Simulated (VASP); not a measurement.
Method: PBE GGA, VASP's PBE PAW potentials (set 64) (plane waves; VASP 6.6.1).

Input for VASP

### KPOINTS
```
K-points
0
gamma
 4 4 4
```

POSCAR:
```
CsCl
1.0
  4.1200000000   0.0000000000   0.0000000000
  0.0000000000   4.1200000000   0.0000000000
  0.0000000000   0.0000000000   4.1200000000
Cs Cl
1 1
direct
  0.0000000000   0.0000000000   0.0000000000
  0.5000000000   0.5000000000   0.5000000000
```

### INCAR
```
GGA = PE   ! PBE
PREC = Normal
LWAVE = .TRUE.
NELM = 100
EDIFF = 1E-8
LREAL = .FALSE.   ! projection in real space or not
ENCUT = 500   ! plane-wave cut-off (eV)
ALGO = Normal   ! blocked Davidson
SYSTEM = CsCl
ISMEAR = 0   ! Gaussian
LCHARG = .FALSE.
LASPH = .TRUE.
SIGMA = 0.01   ! width (eV)
```

POTCAR, in this order: Cs_sv_GW Cl_GW (PBE.64 set). Program: vasp_std.

The resulting files:

**OUTCAR**
```
 ion  position               nearest neighbor table
   1  0.000  0.000  0.000-
   2  0.500  0.500  0.500-
  LATTYP: Found a simple cubic cell.
 ALAT       =     4.1200000000
 Subroutine PRICEL returns:
 Original cell was already a primitive cell.
 Subroutine GETGRP returns: Found 48 space group operations
The static configuration has the point symmetry O_h .
The dynamic configuration has the point symmetry O_h .
 Subroutine INISYM returns: Found 48 space group operations
 Subroutine IBZKPT returns following result:
 Found     10 irreducible k-points:

 Following reciprocal coordinates:
            Coordinates               Weight
  0.000000  0.000000  0.000000      1.000000
  0.250000  0.000000  0.000000      6.000000
  0.500000  0.000000  0.000000      3.000000
  0.250000  0.250000  0.000000     12.000000
  0.500000  0.250000  0.000000     12.000000
  0.500000  0.500000  0.000000      3.000000
  0.250000  0.250000  0.250000      8.000000
  0.500000  0.250000  0.250000     12.000000
  0.500000  0.500000  0.250000      6.000000
  0.500000  0.500000  0.500000      1.000000
   k-points           NKPTS =     10   k-points in BZ     NKDIM =     10   number of bands    NBANDS=     12
   number of dos      NEDOS =    301   number of ions     NIONS =      2
   total plane-waves  NPLWV =  13824
   dimension x,y,z NGX =    24 NGY =   24 NGZ =   24
   dimension x,y,z NGXF=    48 NGYF=   48 NGZF=   48
   ions per type =               1   1
   PREC   = normal    normal or accurate (medium, high low for compatibility)
   ISTART =      0    job   : 0-new  1-cont  2-samecut
   ICHARG =      2    charge: 1-file 2-atom 10-const
   ISPIN  =      1    spin polarized calculation?
   LNONCOLLINEAR =      F non collinear calculations
   LSORBIT =      F    spin-orbit coupling
   INIWAV =      1    electr: 0-lowe 1-rand  2-diag
   ENCUT  =  500.0 eV  36.75 Ry    6.06 a.u.   7.51  7.51  7.51*2*pi/ulx,y,z
   NELM   =    100;   NELMIN=  2; NELMDL= -5     # of ELM steps
   EDIFF  = 0.1E-07   stopping-criterion for ELM
   LREAL  =      F    real-space projection
   NLSPLINE    = F    spline interpolate recip. space projectors
   LMAXMIX     =    2 max onsite mixed and CHGCAR
   VOSKOWN=      0    Vosko Wilk Nusair interpolation
   EDIFFG = 0.1E-06   stopping-criterion for IOM
   NSW    =      0    number of steps for IOM
   NBLOCK =      1;   KBLOCK =      1    inner block; outer block
   IBRION =     -1    ionic relax: 0-MD 1-quasi-New 2-CG
   NFREE  =      0    steps in history (QN), initial steepest desc. (CG)
   ISIF   =      2    stress and relaxation
   ISYM   =      2    0-nonsym 1-usesym 2-fastsym
   TEIN   =    0.0    initial temperature
   TEBEG  =    0.0;   TEEND  =   0.0 temperature during run
   SMASS  =  -3.00    Nose mass-parameter (am)
   PSTRESS=    0.0 pullay stress
   NELECT =      16.0000    total number of electrons
   EFERMI =   0.00;   METHOD = LEGACY
   ISMEAR =     0;   SIGMA  =   0.01  broadening in eV -4-tet -1-fermi 0-gaus
   IALGO  =     38    algorithm
   LDIAG  =      T    sub-space diagonalisation (order eigenvalues)
   IMIX   =      4    mixing-type and parameters
     AMIX     =   0.40;   BMIX     =  1.00
     AMIX_MAG =   1.60;   BMIX_MAG =  1.00
     AMIN     =   0.10
   GGA     = PE    functional components
   VOSKOWN =     0    Vosko Wilk Nusair interpolation
   LHFCALC =     F    Hartree Fock is set to
   LHFONE  =     F    Hartree Fock one center treatment
   AEXX    =    0.0000 exact exchange contribution
   IVDW    =     0    specifies the selected vdW correction
   LEPSILON=     F    determine dielectric tensor
   LRPA    =     F    only Hartree local field effects (RPA)
  energy-cutoff  :      500.00
...
```

OSZICAR:
```
       N       E                     dE             d eps       ncg     rms          rms(c)
DAV:   1     0.136823053385E+03    0.13682E+03   -0.59596E+03   240   0.108E+03
DAV:   2     0.341915495153E+01   -0.13340E+03   -0.12281E+03   400   0.273E+02
DAV:   3    -0.835947678582E+01   -0.11779E+02   -0.11674E+02   296   0.943E+01
DAV:   4    -0.884429013770E+01   -0.48481E+00   -0.48409E+00   320   0.204E+01
DAV:   5    -0.887643803783E+01   -0.32148E-01   -0.32143E-01   348   0.533E+00    0.322E+00
DAV:   6    -0.830129997676E+01    0.57514E+00   -0.89526E-01   280   0.602E+00    0.235E+00
DAV:   7    -0.821193750240E+01    0.89362E-01   -0.39828E-01   320   0.369E+00    0.197E+00
DAV:   8    -0.821130600824E+01    0.63149E-03   -0.54850E-02   288   0.199E+00    0.228E-01
DAV:   9    -0.820875933414E+01    0.25467E-02   -0.13309E-02   280   0.754E-01    0.747E-02
DAV:  10    -0.820898104690E+01   -0.22171E-03   -0.11278E-03   296   0.329E-01    0.253E-02
DAV:  11    -0.820897230137E+01    0.87455E-05   -0.82472E-05   332   0.787E-02    0.133E-02
DAV:  12    -0.820897464703E+01   -0.23457E-05   -0.12288E-05   300   0.274E-02    0.139E-02
DAV:  13    -0.820897462904E+01    0.17996E-07   -0.10889E-06   316   0.973E-03    0.514E-03
DAV:  14    -0.820897457992E+01    0.49122E-07   -0.49748E-07   304   0.453E-03    0.771E-04
DAV:  15    -0.820897460112E+01   -0.21209E-07   -0.22959E-08   252   0.160E-03    0.692E-04
DAV:  16    -0.820897461086E+01   -0.97381E-08   -0.25469E-09   192   0.579E-04
   1 F= -.82089746E+01 E0= -.82089746E+01  d E =-.353461E-14
```

**OUTCAR**
```
------------------------ aborting loop because EDIFF is reached ----------------------------------------
  FORCE on cell =-STRESS in cart. coord.  units (eV):
  Direction    XX          YY          ZZ          XY          YZ          ZX
  --------------------------------------------------------------------------------------
  Total        0.4406013      0.4406013      0.4406013      0.0000000      0.0000000     -0.0000000
  in kB       10.0940330     10.0940330     10.0940330      0.0000000      0.0000000     -0.0000000
  external PRESSURE =      10.0940330 kB  Pullay stress =       0.0000000 kB
  volume of cell :       69.93
      direct lattice vectors                 reciprocal lattice vectors
     4.120000000  0.000000000  0.000000000     0.242718447  0.000000000  0.000000000
     0.000000000  4.120000000  0.000000000     0.000000000  0.242718447  0.000000000
     0.000000000  0.000000000  4.120000000     0.000000000  0.000000000  0.242718447
 POSITION                                       TOTAL-FORCE (eV/Angst)
 -----------------------------------------------------------------------------------
      0.00000      0.00000      0.00000         0.000000      0.000000      0.000000
      2.06000      2.06000      2.06000         0.000000      0.000000      0.000000
 -----------------------------------------------------------------------------------
    total drift:                                0.000000      0.000000     -0.000000
  FREE ENERGIE OF THE ION-ELECTRON SYSTEM (eV)
  ---------------------------------------------------
  free  energy   TOTEN  =        -8.2089746109 eV

  energy  without entropy=       -8.2089746109  energy(sigma->0) =       -8.20897461
```
(Selected blocks of OUTCAR.)

### OUTCAR
```
 val. band max:        0.4872344695   @ k =   0.0000   0.0000   0.0000

 cond. band min:       5.7691898774   @ k =   0.0000   0.0000   0.0000


 Fermi energy:         0.5372728223

 k-point     1 :       0.0000    0.0000    0.0000
  band No.  band energies     occupation
      1     -18.8690      2.00000
      2     -11.6935      2.00000
      3      -5.3588      2.00000
      4      -5.3588      2.00000
      5      -5.3588      2.00000
      6       0.4872      2.00000
      7       0.4872      2.00000
      8       0.4872      2.00000
      9       5.7692      0.00000
     10       5.8903      0.00000
     11       5.8903      0.00000
     12      10.5264      0.00000

 k-point     2 :       0.2500    0.0000    0.0000
  band No.  band energies     occupation
      1     -18.8279      2.00000
      2     -11.7146      2.00000
      3      -5.6442      2.00000
      4      -5.2886      2.00000
      5      -5.2886      2.00000
      6      -0.1607      2.00000
      7       0.3733      2.00000
      8       0.3733      2.00000
      9       6.2873      0.00000
     10       6.9153      0.00000
     11       7.3492      0.00000
     12      10.1413      0.00000

 k-point     3 :       0.5000    0.0000    0.0000
  band No.  band energies     occupation
      1     -18.7860      2.00000
      2     -11.7400      2.00000
      3      -5.8901      2.00000
      4      -5.2153      2.00000
      5      -5.2153      2.00000
      6      -0.6789      2.00000
      7       0.2529      2.00000
      8       0.2529      2.00000
      9       6.9159      0.00000
     10       8.1183      0.00000
     11       9.3762      0.00000
     12       9.4737      0.00000

 k-point     4 :       0.2500    0.2500    0.0000
  band No.  band energies     occupation
      1     -18.7898      2.00000
      2     -11.6938      2.00000
      3      -5.7703      2.00000
      4      -5.5772      2.00000
      5      -5.2310      2.00000
      6      -0.2049      2.00000
...
```

Unless said otherwise, spin-orbit coupling is left out, though it shifts the bands of the heavy elements here.

The compound is CsCl in the CsCl type structure. The cell was not relaxed at this level.
